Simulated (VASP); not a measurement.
# MoSe2 in VASP: a series of runs

The runs below take MoSe2 through relaxation of cell and atoms, with PBE+D3(BJ).

Everything below comes from runs of VASP 6.6.1. Logs are shortened: lines on timing, memory, paths and dates and some standing lists are left out, and cuts for length are marked.

### Step 1. Starting point

The cell holds a slab with vacuum, 9 atoms: a = 3.288 Å, b = 3.288 Å, c = 34.125 Å, α = 90.00°, β = 90.00°, γ = 120.00°.

### Step 2. Relaxation of cell and atoms, PBE+D3(BJ)

INCAR

```
SYSTEM = MoSe2
PREC = Accurate
ENCUT = 600
EDIFF = 1E-6
ISMEAR = 0
SIGMA = 0.03
LREAL = .FALSE.
LASPH = .TRUE.
NELM = 80
ALGO = Normal
ISIF = 3
LWAVE = .FALSE.
LCHARG = .FALSE.
GGA = PE
IVDW = 12
IBRION = 2
NSW = 90
EDIFFG = -0.01
LATTICE_CONSTRAINTS = .TRUE. .TRUE. .FALSE.
KPAR = 4
```

KPOINTS

```
regular mesh
0
G
  12 12 1
  0 0 0
```

POSCAR

```
MoSe2
1.0
    3.2880000000      0.0000000000      0.0000000000
   -1.6440000000      2.8474915300      0.0000000000
    0.0000000000      0.0000000000     34.1250000000
Se Mo
6 3
Direct
    0.3333333300      0.6666666700      0.2637362600
    0.3333333300      0.6666666700      0.3582417600
    0.6666666700      0.3333333300      0.4527472500
    0.6666666700      0.3333333300      0.5472527500
    0.3333333300      0.6666666700      0.6417582400
    0.3333333300      0.6666666700      0.7362637400
    0.6666666700      0.3333333300      0.3109890100
    0.3333333300      0.6666666700      0.5000000000
    0.6666666700      0.3333333300      0.6890109900
```

Potentials or basis: VASP PAW PBE potentials, release 64 (Se, Mo_sv).

Run with:

```sh
> cat potpaw_PBE.64/Se/POTCAR potpaw_PBE.64/Mo_sv/POTCAR > POTCAR
> mpirun -np 4 vasp_std > vasp.out
```

OUTCAR:

```text
SYSTEM = MoSe2
   PREC = Accurate
   ENCUT = 600
   EDIFF = 1E-6
   ISMEAR = 0
   LREAL = .FALSE.
   LASPH = .TRUE.
   NELM = 80
   ISIF = 3
   GGA = PE
   IVDW = 12
   IBRION = 2
   NSW = 90
   EDIFFG = -0.01
 IVDW          = 12

 ion  position               nearest neighbor table
   1  0.333  0.667  0.264-   7 2.49   7 2.49   7 2.49
   2  0.333  0.667  0.358-   7 2.49   7 2.49   7 2.49
   3  0.667  0.333  0.453-   8 2.49   8 2.49   8 2.49
   4  0.667  0.333  0.547-   8 2.49   8 2.49   8 2.49
   5  0.333  0.667  0.642-   9 2.49   9 2.49   9 2.49
   6  0.333  0.667  0.736-   9 2.49   9 2.49   9 2.49
   7  0.667  0.333  0.311-   1 2.49   2 2.49   1 2.49   2 2.49   1 2.49   2 2.49
   8  0.333  0.667  0.500-   3 2.49   4 2.49   3 2.49   4 2.49   3 2.49   4 2.49
   9  0.667  0.333  0.689-   5 2.49   6 2.49   5 2.49   6 2.49   5 2.49   6 2.49

  LATTYP: Found a hexagonal cell.
 ALAT       =     3.2880000000
 C/A-ratio  =    10.3786496350

  Lattice vectors:

 A1 = (   3.2880000000,   0.0000000000,   0.0000000000)
 A2 = (  -1.6440000000,   2.8474915300,   0.0000000000)
 A3 = (   0.0000000000,   0.0000000000,  34.1250000000)

Analysis of symmetry for initial positions (statically):
=====================================================================
 Subroutine PRICEL returns:
 Original cell was already a primitive cell.

 Routine SETGRP: Setting up the symmetry group for a
 hexagonal supercell.

 Subroutine GETGRP returns: Found 12 space group operations
 (whereof 12 operations were pure point group operations)
 out of a pool of 24 trial point group operations.

The static configuration has the point symmetry D_3h.

Analysis of symmetry for dynamics (positions and initial velocities):
=====================================================================
 Subroutine PRICEL returns:
 Original cell was already a primitive cell.

 Routine SETGRP: Setting up the symmetry group for a
 hexagonal supercell.

 Subroutine GETGRP returns: Found 12 space group operations
 (whereof 12 operations were pure point group operations)
 out of a pool of 24 trial point group operations.

The dynamic configuration has the point symmetry D_3h.

 Subroutine INISYM returns: Found 12 space group operations
 (whereof 12 operations are pure point group operations),
 and found     1 'primitive' translations

----------------------------------------------------------------------------------------

                                     Primitive cell

[... 90 lines left out ...]
   ISTART =      0    job   : 0-new  1-cont  2-samecut
   ICHARG =      2    charge: 1-file 2-atom 10-const
   ISPIN  =      1    spin polarized calculation?
   LNONCOLLINEAR =      F non collinear calculations
   LSORBIT =      F    spin-orbit coupling
   LASPH  =      T    aspherical Exc in radial PAW
   ENCUT  =  600.0 eV  44.10 Ry    6.64 a.u.   6.57  6.57 68.16*2*pi/ulx,y,z
   NELM   =     80;   NELMIN=  2; NELMDL= -5     # of ELM steps
   EDIFF  = 0.1E-05   stopping-criterion for ELM
   LREAL  =      F    real-space projection
   EDIFFG = -.1E-01   stopping-criterion for IOM
   NSW    =     90    number of steps for IOM
   IBRION =      2    ionic relax: 0-MD 1-quasi-New 2-CG
   NFREE  =      1    steps in history (QN), initial steepest desc. (CG)
   ISIF   =      3    stress and relaxation
   ISYM   =      2    0-nonsym 1-usesym 2-fastsym
   POTIM  = 0.5000    time-step for ionic-motion
   TEBEG  =    0.0;   TEEND  =   0.0 temperature during run
   PSTRESS=    0.0 pullay stress
   NELECT =      78.0000    total number of electrons
   NUPDOWN=      -1.0000    fix difference up-down
   EMIN   =  10.00;   EMAX   =-10.00  energy-range for DOS
   EFERMI =   0.00;   METHOD = LEGACY
   ISMEAR =     0;   SIGMA  =   0.03  broadening in eV -4-tet -1-fermi 0-gaus
   EFERMI_NEDOS =   21; number of points for ismear=-14 and -15
   IALGO  =     38    algorithm
   IMIX   =      4    mixing-type and parameters
     AMIX     =   0.40;   BMIX     =  1.00
     AMIX_MAG =   1.60;   BMIX_MAG =  1.00
  volume/ion in A,a.u.               =      35.50       239.56
  Fermi-wavevector in a.u.,A,eV,Ry     =   1.023177  1.933524 14.243816  1.046891
  Thomas-Fermi vector in A             =   2.156896
   LORBIT       =      0    0 simple, 1 ext, 2 COOP (PROOUT), +10 PAW based schemes
   GGA     = PE    functional components
   LHFCALC =     F    Hartree Fock is set to
   AEXX    =    0.0000 exact exchange contribution
   IVDW    =    12    specifies the selected vdW correction
   LEPSILON=     F    determine dielectric tensor
   LRPA    =     F    only Hartree local field effects (RPA)
 conjugate gradient relaxation of ions
 non-spin polarized calculation
 Gauss-broadening in eV      SIGMA  =   0.03
  energy-cutoff  :      600.00
  volume of cell :      319.50
 maximum number of plane-waves:     10769
 NGX is ok and might be reduce to    28
   NGX = 13   NGY = 13   NGZ =137

--------------------------------------- Ionic step        1  -------------------------------------------

 number of electron      77.9999996 magnetization

 Free energy of the ion-electron system (eV)
  ---------------------------------------------------
  ext. energy  EPLUGINS =         0.00000000
  ---------------------------------------------------
  free energy    TOTEN  =       -59.62508929 eV

  energy without entropy =      -59.62508929  energy(sigma->0) =      -59.62508929

------------------------ aborting loop because EDIFF is reached ----------------------------------------

 Edisp (eV)   -3.85696

 E8    (eV) :    -1.6998
[... 126 lines left out ...]
  FREE ENERGIE OF THE ION-ELECTRON SYSTEM (eV)
  ---------------------------------------------------
  free  energy   TOTEN  =       -63.6325865392 eV

  energy  without entropy=      -63.6325865392  energy(sigma->0) =      -63.63258654

[... ionic steps 4 to 25 ...]

--------------------------------------- Ionic step       26  -------------------------------------------

 number of electron      77.9999995 magnetization

------------------------ aborting loop because EDIFF is reached ----------------------------------------
[... 89 lines left out ...]
--------------------------------------- Ionic step       28  -------------------------------------------

 number of electron      77.9999995 magnetization

 Free energy of the ion-electron system (eV)
  ---------------------------------------------------
  ext. energy  EPLUGINS =         0.00000000
  ---------------------------------------------------
  free energy    TOTEN  =       -59.80913220 eV

  energy without entropy =      -59.80913220  energy(sigma->0) =      -59.80913220

 E-fermi :   1.7886     XC(G=0):  -6.3869

 val. band max:        1.5137381772   @ k =   0.0000   0.0000   0.0000
 cond. band min:       2.4851868569   @ k =   0.1667   0.1667   0.0000
 fundamental gap:      0.9714486797
 Fermi energy:         1.7885685785

 k-point     1 :       0.0000    0.0000    0.0000
  band No.  band energies     occupation
      1     -59.6040      2.00000
      2     -59.6011      2.00000
      3     -59.6011      2.00000
      4     -33.7739      2.00000
      5     -33.7712      2.00000
      6     -33.7712      2.00000
[... 960 lines left out ...]
  FREE ENERGIE OF THE ION-ELECTRON SYSTEM (eV)
  ---------------------------------------------------
  free  energy   TOTEN  =       -63.6933743975 eV

  energy  without entropy=      -63.6933743975  energy(sigma->0) =      -63.69337440

 reached required accuracy - stopping structural energy minimisation
```

OSZICAR:

```text
N       E                     dE             d eps       ncg     rms          rms(c)
DAV:   1     0.736371804875E+03    0.73637E+03   -0.43925E+04  2156   0.164E+03
DAV:   2    -0.958143840047E+01   -0.74595E+03   -0.72972E+03  2248   0.367E+02
DAV:   3    -0.604472971495E+02   -0.50866E+02   -0.49815E+02  2144   0.834E+01
[... 243 lines left out ...]
       N       E                     dE             d eps       ncg     rms          rms(c)
DAV:   1    -0.598091303586E+02   -0.24161E-03   -0.47718E-03  1748   0.389E-01    0.380E-02
DAV:   2    -0.598091363759E+02   -0.60173E-05   -0.24997E-04  1958   0.840E-02    0.141E-02
DAV:   3    -0.598091328077E+02    0.35682E-05   -0.17235E-05  1996   0.213E-02    0.875E-03
DAV:   4    -0.598091322021E+02    0.60562E-06   -0.49701E-06  1824   0.107E-02
  28 F= -.63693374E+02 E0= -.63693374E+02  d E =-.276506E-04
```

Wall time 18 min (4 MPI ranks of AMD EPYC 9R45 (Zen 5), shared host); peak memory 0.71 GiB.

Results:

```yaml
Free_energy: -63.6934 eV
Relaxed_volume: 35.31 Å³/atom
Relaxed_cell: a = 3.279 Å, b = 3.279 Å, c = 34.125 Å, α = 90.00°, β = 90.00°, γ = 120.00°
Space_group_after_relaxing_to_0.05_Å: P-6m2 (No. 187)
Energy_gained_by_relaxing: 23.5 meV/atom
Ionic_steps: 28
Largest_force_after_relaxing: 0.005 eV/Å
Band_gap_on_the_k_mesh: 0.97 eV, indirect (least direct gap 1.49 eV)
Dispersion_energy_per_atom: -0.432 eV
```

Forces in eV/Å, atoms in the order of the input:
```
Se   0.000  0.000  0.004
Se   0.000  0.000  0.005
Se   0.000  0.000 -0.004
Se   0.000  0.000  0.004
Se   0.000  0.000 -0.005
Se   0.000  0.000 -0.004
Mo   0.000  0.000  0.003
Mo   0.000  0.000  0.000
Mo   0.000  0.000 -0.003
```

The path:
| step | energy change (eV) | largest force (eV/Å) | pressure (GPa) | volume (Å³) |
| --- | --- | --- | --- | --- |
| 1 | 0.0000 | 1.1613 | 2.73 | 319.50 |
| 2 | -0.1049 | 0.2040 | -2.17 | 330.67 |
| 3 | -0.1505 | 0.2818 | -0.54 | 326.58 |
| 4 | -0.2031 | 0.1067 | -0.21 | 320.40 |
| 5 | -0.2089 | 0.0286 | -0.04 | 317.61 |
| 6 | -0.2089 | 0.0238 | -0.03 | 317.43 |
| 7 | -0.2090 | 0.0303 | -0.13 | 317.65 |
| 8 | -0.2090 | 0.0180 | -0.09 | 317.56 |
| 9 | -0.2090 | 0.0163 | -0.09 | 317.65 |
| 10 | -0.2091 | 0.0130 | -0.11 | 317.91 |
| 11 | -0.2092 | 0.0148 | -0.10 | 317.87 |
| 12 | -0.2093 | 0.0252 | -0.05 | 317.75 |
| 13 | -0.2093 | 0.0469 | 0.04 | 317.50 |
| 14 | -0.2093 | 0.0387 | 0.01 | 317.59 |
| 15 | -0.2093 | 0.0392 | 0.01 | 317.59 |
| 16 | -0.2094 | 0.0396 | 0.01 | 317.59 |
| 17 | -0.2095 | 0.0414 | 0.01 | 317.59 |
| 18 | -0.2097 | 0.0447 | 0.02 | 317.58 |
| 19 | -0.2100 | 0.0516 | 0.04 | 317.57 |
| 20 | -0.2104 | 0.0652 | 0.07 | 317.55 |
| 21 | -0.2109 | 0.0317 | -0.05 | 317.93 |
| 22 | -0.2109 | 0.0368 | -0.13 | 318.24 |
| 23 | -0.2109 | 0.0338 | -0.12 | 318.15 |
| 24 | -0.2111 | 0.0167 | -0.11 | 318.07 |
| 25 | -0.2112 | 0.0268 | -0.09 | 317.98 |
| 26 | -0.2113 | 0.0118 | -0.02 | 317.72 |
| 27 | -0.2113 | 0.0115 | -0.02 | 317.73 |
| 28 | -0.2113 | 0.0050 | -0.03 | 317.77 |

Final structure:
```
Se Mo
1.0
     3.27911    0.00000    0.00000
    -1.63956    2.83979    0.00000
     0.00000    0.00000   34.12500
Se Mo
6 3
Direct
  0.33333 0.66667 0.26327
  0.33333 0.66667 0.36159
  0.66667 0.33333 0.45088
  0.66667 0.33333 0.54912
  0.33333 0.66667 0.63841
  0.33333 0.66667 0.73673
  0.66667 0.33333 0.31243
  0.33333 0.66667 0.50000
  0.66667 0.33333 0.68757
```

Levels at points of the mesh, in eV from the valence-band top:
```csv
k point,band 36,band 37,band 38,band 39,band 40,band 41,band 42,band 43
"(0.00, 0.00, 0.00)",-1.39,-0.90,-0.23,0.00,2.56,2.56,2.59,2.59
"(0.50, 0.00, 0.00)",-1.04,-1.04,-0.91,-0.82,1.65,1.67,1.69,1.94
```

### Step 3. Relaxation of cell and atoms, PBE+D3(BJ)

This run uses another cell than the first one, of 35.31 Å³/atom, 0.995 times its volume.

Edit INCAR of step 2 so:

```diff
@@ -3,3 +3,3 @@
 ENCUT = 600
-EDIFF = 1E-6
+EDIFF = 1E-7
 ISMEAR = 0
@@ -17,3 +17,3 @@
 NSW = 90
-EDIFFG = -0.01
+EDIFFG = -0.005
 LATTICE_CONSTRAINTS = .TRUE. .TRUE. .FALSE.
```

KPOINTS is that of step 2.

POSCAR

```
MoSe2                                   
1.0
    3.2791117233     -0.0000000000      0.0000000000
   -1.6395558616      2.8397940566      0.0000000000
    0.0000000000      0.0000000000     34.1250000000
  Se              Mo            
     6     3
Direct
     0.3333333300000021    0.6666666699999979    0.2632741175654449
     0.3333333300000021    0.6666666699999979    0.3615856026451977
     0.6666666699999979    0.3333333300000021    0.4508823096922939
     0.6666666699999979    0.3333333300000021    0.5491176903077060
     0.3333333300000021    0.6666666699999979    0.6384143973548022
     0.3333333300000021    0.6666666699999979    0.7367258824345549
     0.6666666699999979    0.3333333300000021    0.3124328382257563
     0.3333333300000021    0.6666666699999979    0.5000000000000000
     0.6666666699999979    0.3333333300000021    0.6875671617742437
```

Potentials or basis: VASP PAW PBE potentials, release 64 (Se, Mo_sv).

Run with:

```sh
> cat potpaw_PBE.64/Se/POTCAR potpaw_PBE.64/Mo_sv/POTCAR > POTCAR
> mpirun -np 4 vasp_std > vasp.out
```

Run time: 2.2 min. Hardware: 4 MPI ranks of AMD EPYC 9R45 (Zen 5), shared host; peak memory 0.68 GiB.

Results (log left out):

```
Free energy                  : -63.6931 eV
Largest force after relaxing : 0.005 eV/Å
Band gap on the k mesh       : 0.97 eV, indirect (least direct gap 1.49 eV)
Dispersion energy per atom   : -0.432 eV
```

Forces in eV/Å, atoms in the order of the input:
```
Se   0.000  0.000  0.005
Se   0.000  0.000  0.005
Se   0.000  0.000 -0.004
Se   0.000  0.000  0.004
Se   0.000  0.000 -0.005
Se   0.000  0.000 -0.005
Mo   0.000  0.000  0.004
Mo   0.000  0.000  0.000
Mo   0.000  0.000 -0.004
```

Final structure:
```
Se Mo
1.0
     3.27911    0.00000    0.00000
    -1.63956    2.83979    0.00000
     0.00000    0.00000   34.12500
Se Mo
6 3
Cartesian
  0.0000 1.8932 8.9842
  0.0000 1.8932 12.3391
  1.6396 0.9466 15.3864
  1.6396 0.9466 18.7386
  0.0000 1.8932 21.7859
  0.0000 1.8932 25.1408
  1.6396 0.9466 10.6618
  0.0000 1.8932 17.0625
  1.6396 0.9466 23.4632
```

Levels at points of the mesh, in eV from the valence-band top:
```csv
k point,band 37,band 38,band 39,band 40,band 41,band 42
"(0.00, 0.00, 0.00)",-0.90,-0.23,0.00,2.56,2.56,2.59
"(0.50, 0.00, 0.00)",-1.04,-0.91,-0.82,1.65,1.67,1.69
```

Caveat: the relaxation stopped at its first step, so nothing moved. As with any semilocal functional, this PBE gap is likely too small.

### Step 4. Relaxation of cell and atoms, PBE+D3(BJ)

INCAR

```
PREC = Accurate
ENCUT = 600
EDIFF = 1E-6
ISMEAR = 0
SIGMA = 0.03
LREAL = False
LASPH = True
NELM = 80
ALGO = Normal
ISIF = 3
LWAVE = False
LCHARG = False
GGA = PE
IVDW = 12
IBRION = 2
NSW = 90
EDIFFG = -0.01
LATTICE_CONSTRAINTS = .TRUE. .TRUE. .FALSE.
KPAR = 4
```

KPOINTS

```
regular mesh
0
Gamma
  12 12 1
```

POSCAR

```
MoSe2
1.0
    3.2880000000      0.0000000000      0.0000000000
   -1.6440000000      2.8474915300      0.0000000000
    0.0000000000      0.0000000000     34.1250000000
Se Mo
6 3
Direct
    0.3333333300      0.6666666700      0.2637362600
    0.3333333300      0.6666666700      0.3582417600
    0.6666666700      0.3333333300      0.4527472500
    0.6666666700      0.3333333300      0.5472527500
    0.3333333300      0.6666666700      0.6417582400
    0.3333333300      0.6666666700      0.7362637400
    0.6666666700      0.3333333300      0.3109890100
    0.3333333300      0.6666666700      0.5000000000
    0.6666666700      0.3333333300      0.6890109900
```

Run with:

```sh
> cat potpaw_PBE.64/Se/POTCAR potpaw_PBE.64/Mo_sv/POTCAR > POTCAR
> mpirun -np 4 vasp_std > vasp.out
```

Run time: 21 min. Hardware: 4 MPI ranks of Intel Xeon 6975P-C (Granite Rapids), shared host; peak memory 0.73 GiB.

Results (log left out):

```yaml
Free_energy: -63.6934 eV
Relaxed_volume: 35.31 Å³/atom
Relaxed_cell: a = 3.279 Å, b = 3.279 Å, c = 34.125 Å, α = 90.00°, β = 90.00°, γ = 120.00°
Space_group_after_relaxing_to_0.05_Å: P-6m2 (No. 187)
Energy_gained_by_relaxing: 23.5 meV/atom
Ionic_steps: 28
Largest_force_after_relaxing: 0.005 eV/Å
Band_gap_on_the_k_mesh: 0.97 eV, indirect (least direct gap 1.49 eV)
Dispersion_energy_per_atom: -0.432 eV
```

Forces in eV/Å, atoms in the order of the input:
```
Se   0.000  0.000  0.004
Se   0.000  0.000  0.005
Se   0.000  0.000 -0.004
Se   0.000  0.000  0.004
Se   0.000  0.000 -0.005
Se   0.000  0.000 -0.004
Mo   0.000  0.000  0.003
Mo   0.000  0.000  0.000
Mo   0.000  0.000 -0.003
```

Step by step:
```
step  energy change (eV)  largest force (eV/Å)  pressure (GPa)  volume (Å³)
   1              0.0000                1.1613            2.73       319.50
   2             -0.1049                0.2040           -2.17       330.67
   3             -0.1505                0.2818           -0.54       326.58
   4             -0.2031                0.1067           -0.21       320.40
   5             -0.2089                0.0286           -0.04       317.61
   6             -0.2089                0.0238           -0.03       317.43
   7             -0.2090                0.0303           -0.13       317.65
   8             -0.2090                0.0180           -0.09       317.56
   9             -0.2090                0.0163           -0.09       317.65
  10             -0.2091                0.0130           -0.11       317.91
  11             -0.2092                0.0148           -0.10       317.87
  12             -0.2093                0.0252           -0.05       317.75
  13             -0.2093                0.0469            0.04       317.50
  14             -0.2093                0.0387            0.01       317.59
  15             -0.2093                0.0392            0.01       317.59
  16             -0.2094                0.0396            0.01       317.59
  17             -0.2095                0.0414            0.01       317.59
  18             -0.2097                0.0447            0.02       317.58
  19             -0.2100                0.0516            0.04       317.57
  20             -0.2104                0.0652            0.07       317.55
  21             -0.2109                0.0317           -0.05       317.93
  22             -0.2109                0.0368           -0.13       318.24
  23             -0.2109                0.0338           -0.12       318.15
  24             -0.2111                0.0167           -0.11       318.07
  25             -0.2112                0.0268           -0.09       317.98
  26             -0.2113                0.0118           -0.02       317.72
  27             -0.2113                0.0115           -0.02       317.73
  28             -0.2113                0.0050           -0.03       317.77
```

Final structure:
```
CELL_PARAMETERS angstrom
3.27911 0.00000 0.00000
-1.63956 2.83979 0.00000
0.00000 0.00000 34.12500
ATOMIC_POSITIONS crystal
Se 0.33333 0.66667 0.26327
Se 0.33333 0.66667 0.36159
Se 0.66667 0.33333 0.45088
Se 0.66667 0.33333 0.54912
Se 0.33333 0.66667 0.63841
Se 0.33333 0.66667 0.73673
Mo 0.66667 0.33333 0.31243
Mo 0.33333 0.66667 0.50000
Mo 0.66667 0.33333 0.68757
```

Levels at points of the mesh, in eV from the valence-band top:
```csv
k point,band 35,band 36,band 37,band 38,band 39,band 40,band 41,band 42,band 43,band 44
"(0.00, 0.00, 0.00)",-1.39,-1.39,-0.90,-0.23,0.00,2.56,2.56,2.59,2.59,2.63
"(0.50, 0.00, 0.00)",-1.06,-1.04,-1.04,-0.91,-0.82,1.65,1.67,1.69,1.94,2.08
```
